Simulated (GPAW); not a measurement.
The system is HfN.

```
Hf N
1.0
     0.00000    2.25600    2.25600
     2.25600    0.00000    2.25600
     2.25600    2.25600    0.00000
Hf N
1 1
Direct
  0.00000 0.00000 0.00000
  0.50000 0.50000 0.50000
```

Base run:

- Program: GPAW 26.7.0
- Functional: r2SCAN
- Potentials or basis: GPAW PAW data sets (gpaw-data 1.2.1)
- Cutoff: 650 eV
- Basis: pw
- k mesh: 8 × 8 × 8
- Occupations: fermi-dirac, width 0.05 eV
- Spin: no spin polarisation

Its results: band gap on the k mesh none (metal or under the smearing width); pressure 0.5 GPa.

Task: The run is repeated on the same cell with these changes: functional from r2SCAN to PBE. What comes out?

Result: Band gap on the k mesh none (metal or under the smearing width); pressure 3.9 GPa.

Caveats: the cutoff is short for stress and forces, so pressures can be off by a GPa or more; the PAW data sets were made with another functional, which shifts forces and pressure a little (some runs).
